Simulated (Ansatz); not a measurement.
CsPbCl3:

```
CELL_PARAMETERS angstrom
5.60500 0.00000 0.00000
0.00000 5.60500 0.00000
0.00000 0.00000 5.60500
ATOMIC_POSITIONS crystal
Pb 0.50000 0.50000 0.50000
Cs 0.00000 0.00000 0.00000
Cl 0.50000 0.00000 0.50000
Cl 0.00000 0.50000 0.50000
Cl 0.50000 0.50000 0.00000
```

Below is the output of Ansatz 0.2.0 for this cell. Logs are shortened: lines on timing, memory, paths and dates and some standing lists are left out, and cuts for length are marked.

```text
Warning: RAYON_NUM_THREADS=2 ignored (pool sized by the plan → 2); use --threads N
scf.n_extra_bands = 12 over 22 filled bands (N_el = 44.0): the run solves 34 bands
Engine: ansatz 0.2.0, x86_64-unknown-linux-gnu
Pseudopotentials: kind: paw
Pseudopotential: Pb, paw, valence charge 14, recommended cutoff 420 eV (normal), Pb.paw.azcp
Pseudopotential: Cs, paw, valence charge 9, recommended cutoff 420 eV (normal), Cs.paw.azcp
Pseudopotential: Cl, paw, valence charge 7, recommended cutoff 420 eV (normal), Cl.paw.azcp
Functional definition: PBEsol
  exchange = pbesol_x
  correlation = pbesol_c
Crystal: 5 atoms, lattice volume = 176.087 Å³
Basis set: ecut = 420 eV, 3407 PW (Γ), exchange–correlation on 80×80×80 points (8 copies of the dense FFT grid, shifted against one another)
Bands: 34, of which v1, the nominal top of the filled ones, is band 22 counted from 1 (21 counted from 0)
Symmetry: 48 space group operations
Space group: Pm-3m (ITA 221), of the structure as read, at distance tolerance 5.6e-5 Å
k-points: 10 of 125
Non-local potential: Pb, projectors of the file, l = 0: 2, l = 1: 2, l = 2: 2, l = 3: 2
Non-local potential: Cs, projectors of the file, l = 0: 3, l = 1: 2, l = 2: 2, l = 3: 2
Non-local potential: Cl, projectors of the file, l = 0: 2, l = 1: 2, l = 2: 2
PAW form: soft (Blöchl's): semilocal exchange-correlation on the pseudo side does not see the compensation charge
PAW frozen core: Pb, regenerated for the run's functional, and the local potential with it (the file was generated under x = pbe(κ = 0.804, μ = 0.2195149727645171), c = pbe(β = 0.06672455060314922))
PAW frozen core: Cs, regenerated for the run's functional, and the local potential with it (the file was generated under x = pbe(κ = 0.804, μ = 0.2195149727645171), c = pbe(β = 0.06672455060314922))
PAW frozen core: Cl, regenerated for the run's functional, and the local potential with it (the file was generated under x = pbe(κ = 0.804, μ = 0.2195149727645171), c = pbe(β = 0.06672455060314922))
[... 15 lines left out ...]
NSCF: frozen V_eff on 86 k-points
SCF converged after 6 iterations
Free energy (F): -20530.632084 eV
Harris-Foulkes:  -20530.632084 eV  (|F-HF|=6.93e-9)
Internal energy: -20530.632084 eV  (E = F + TS)
E sigma→0 (E₀):  -20530.632084 eV
Fermi energy:    4.804996 eV
--- Per-component energies (eV) ---
  E_band       = -237.657129
  E_kinetic    = 911.470776
  E_local      = -2669.401920  (includes V_loc(G=0)·N_el)
  E_nonlocal   = 470.246163
  E_hartree    = 1008.481381
  E_xc         = -710.425010
  E_vxc        = -623.626646  (∫ρ·V_xc dr)
  E_paw        = -17161.246069  (= ΣΔE_a)
  E_vpaw       = -343.309816  (= ΣTr[D̂ρ^β])
  E_aug_tail   = 0.000326  (compensation charges beyond the density's cutoff)
  E_ewald      = -2380.199303
  E_core_change = 0.441573  (= ΣΔE_core)
  E_smearing   = -0.000000  (= −TS)
  E_closure    = -0.000000  (closes the sum)
  Σ components = -20530.632084   (vs F -20530.632084, Δ=0.00e0)
--- Forces (eV/Å), atoms counted from 1 ---
  atom   1  Pb     0.00000000     0.00000000    -0.00000000
  atom   2  Cs    -0.00000000     0.00000000     0.00000000
  atom   3  Cl     0.00000000    -0.00000000     0.00000000
  atom   4  Cl     0.00000000     0.00000000     0.00000000
  atom   5  Cl     0.00000000    -0.00000000    -0.00000000
  max |Σ_I F_I| component: 3.30e-28 eV/Å
--- Stress (GPa, compression-positive) ---
        0.142199       0.000000       0.000000
        0.000000       0.142199       0.000000
        0.000000       0.000000       0.142199
  P = ⅓ Tr σ = 0.1422 GPa (1.422 kbar)
--- Band table (eV; the first three rows and the last of 10) ---
  k-point 0: bands = ["-17.3268", "-12.7649", "-12.7649", "-12.5089", "-12.5089", "-12.5089", "-11.1390", "-10.2406", "-10.2406", "-4.1087", "-4.1087", "-4.1087", "-2.6597", "-0.7041", "-0.7041", "-0.7041", "1.3749", "1.3749", "1.3749", "1.4838", "1.4838", "1.4838", "7.2240", "8.2166", "8.2166", "9.1068", "9.1068", "9.1068", "10.1214", "10.1214", "10.1214", "12.2127", "12.2127", "12.2127"]
  k-point 1: bands = ["-17.3260", "-12.7648", "-12.7288", "-12.5094", "-12.5094", "-12.5089", "-11.0893", "-10.3543", "-10.2399", "-4.1032", "-4.1008", "-4.1008", "-3.1184", "-0.6792", "-0.6792", "0.0749", "1.3329", "1.3396", "1.3396", "1.4451", "1.4451", "1.5111", "7.5871", "8.4761", "8.4936", "9.1174", "9.2155", "9.2155", "9.2435", "10.1800", "10.1800", "11.6554", "12.2342", "12.2342"]
  k-point 2: bands = ["-17.3247", "-12.7646", "-12.6682", "-12.5103", "-12.5103", "-12.5089", "-10.9351", "-10.6145", "-10.2387", "-4.0940", "-4.0879", "-4.0879", "-3.5668", "-0.6373", "-0.6373", "0.7495", "1.2673", "1.2827", "1.2827", "1.3820", "1.3820", "2.1003", "7.2529", "8.4727", "9.0360", "9.2307", "9.2600", "9.2600", "9.5782", "10.7026", "10.7026", "10.8634", "11.5514", "11.7691"]
  k-point 9: bands = ["-17.3215", "-12.6034", "-12.6034", "-12.5117", "-12.5117", "-12.5117", "-10.7481", "-10.6535", "-10.6535", "-4.9390", "-4.1538", "-4.1538", "-4.1405", "0.7503", "0.8174", "0.8174", "1.0265", "1.0265", "1.7309", "1.7309", "1.7659", "3.3955", "6.2500", "6.2500", "6.4292", "9.1042", "9.6339", "9.6339", "9.6376", "10.5676", "10.5676", "11.7460", "12.0623", "12.0623"]
```

**Question.** What input gives this log?

**Answer.** Band structure with PBEsol, no spin polarisation. The files as run (others can give the same):

input.yaml
```yaml
crystal:
  lattice:
    - [5.605, 0.0, 0.0]
    - [0.0, 5.605, 0.0]
    - [0.0, 0.0, 5.605]
  atoms:
    - { symbol: Pb, position: [0.5, 0.5, 0.5] }
    - { symbol: Cs, position: [0.0, 0.0, 0.0] }
    - { symbol: Cl, position: [0.5, 0.0, 0.5] }
    - { symbol: Cl, position: [0.0, 0.5, 0.5] }
    - { symbol: Cl, position: [0.5, 0.5, 0.0] }
hamiltonian:
  xc: pbesol
  pseudopotentials: { kind: paw }
kpoints:
  mp_grid: { grid: [5, 5, 5] }
  band_path:
    path:
      - [[0.0, 0.0, 0.0], [0.0, 0.5, 0.0], [0.5, 0.5, 0.0], [0.0, 0.0, 0.0], [0.5, 0.5, 0.5], [0.0, 0.5, 0.0]]
      - [[0.5, 0.5, 0.0], [0.5, 0.5, 0.5]]
    npoints: 14
scf:
  occupations: { method: fermi_dirac, width: 0.05 }
  n_extra_bands: 12
output:
  forces: true
  stress: true
  eigenvalues: true
  fatbands: true
  write_density: true
  write_potential: true
  elf: true
  volumetric_format: npy
```

Potentials or basis: Ansatz PAW.
The run is started by
```console
$ ansatz run input.yaml --threads 2 --pin off --max-ram 5632MiB --backend cpu --events-out ev --progress --plain --runs-dir out
```

Caveat: spin-orbit coupling is left out, which moves the levels of the heavy elements; the PAW data sets come from PBE, with cores solved anew for the run's functional, which leaves a small shift of forces and pressure.
